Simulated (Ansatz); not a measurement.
Take Ti₃SiC₂ (space group P6_3/mmc, No. 194) as the base.

```cif
data_C4Si2Ti6
_chemical_formula_sum 'Ti6 Si2 C4'
_space_group_name_H-M_alt 'P 1'
_space_group_IT_number 1
_cell_length_a 3.06728
_cell_length_b 3.06728
_cell_length_c 17.67556
_cell_angle_alpha 90.000
_cell_angle_beta 90.000
_cell_angle_gamma 120.000
loop_
_space_group_symop_operation_xyz
  'x, y, z'
loop_
_atom_site_label
_atom_site_type_symbol
_atom_site_fract_x
_atom_site_fract_y
_atom_site_fract_z
_atom_site_occupancy
Ti1 Ti 0.00000 0.00000 0.00000 1
Ti2 Ti 0.00000 0.00000 0.50000 1
Ti3 Ti 0.33333 0.66667 0.13514 1
Ti4 Ti 0.66667 0.33333 0.63514 1
Ti5 Ti 0.66667 0.33333 0.86486 1
Ti6 Ti 0.33333 0.66667 0.36486 1
Si1 Si 0.00000 0.00000 0.25000 1
Si2 Si 0.00000 0.00000 0.75000 1
C1 C 0.33333 0.66667 0.57250 1
C2 C 0.66667 0.33333 0.07250 1
C3 C 0.66667 0.33333 0.42750 1
C4 C 0.33333 0.66667 0.92750 1
```

Level of theory: r2SCAN in Ansatz (plane waves to 500 eV, PAW, no spin-orbit coupling).

Base values:

- Band gap = zero

Modification: an isotropic linear strain of +1.88 %, atoms relaxed at fixed cell.

### Question
What does the calculation give for the energy relative to the base after the change?

### Answer
The energy increases by 22 meV/atom.

### Question
What happens to the band gap?

### Answer
The band gap is still zero.

### Question
How does this affect the largest internal atomic displacement?

### Answer
The largest internal atomic displacement is 0.029 Å.

Whether these cells are dynamically stable was not tested. All final runs are without spin polarisation.

Ansatz is a quantum-chemistry and plane-wave program.
